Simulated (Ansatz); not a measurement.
AlPt under changes of volume

One of the cells (14.774 Å³/atom); the others are scaled copies at fixed shape and fractional positions:

```
Pt Al
1.0
     3.09155    0.00000    0.00000
     0.00000    3.09155    0.00000
     0.00000    0.00000    3.09155
Pt Al
1 1
Direct
  0.50000 0.50000 0.50000
  0.00000 0.00000 0.00000
```

Measurements of this composition are mostly on another form, of space group No. 198.

```yaml
Program: Ansatz 0.2.0
Functional: PBE0
Potentials_or_basis: Ansatz PAW
Cutoff: "420 eV (not typed: the program's choice for these potentials)"
k_mesh: 4 × 4 × 4
Occupations: fermi-dirac, width 0.05 eV
Spin: no spin polarisation
```

| volume (Å³/atom) | energy over the lowest point (meV/atom) | pressure (GPa) |
| --- | --- | --- |
| 13.888 | 13.13 | 8.4 |
| 14.183 | 2.30 | 3.5 |
| 14.478 | 0.00 | -0.9 |
| 14.774 | 5.24 | -4.8 |
| 15.069 | ? | ? |
| 15.365 | 35.35 | -11.3 |
| 15.660 | 58.75 | -14.0 |

What does the run at 15.069 Å³/atom give?

Energy over the lowest point 17.33 meV/atom; pressure -8.2 GPa.

Worked out: A Birch-Murnaghan fit of order 3 (a polynomial in V^(-2/3)) to the other rows has its minimum at 14.42 Å³/atom with B0 = V·E''(V) = 205 GPa and B' = 4.6. It gives 17.26 meV/atom at 15.069 Å³/atom, against the run's 17.33, and -dE/dV = -8.2 GPa, against -8.2.

Energies are extrapolated to zero smearing.

Caveats: all runs use coarse meshes; the PAW data sets come from PBE, with cores solved anew for the run's functional, which leaves a small shift of forces and pressure; the thresholds are loose for stress.
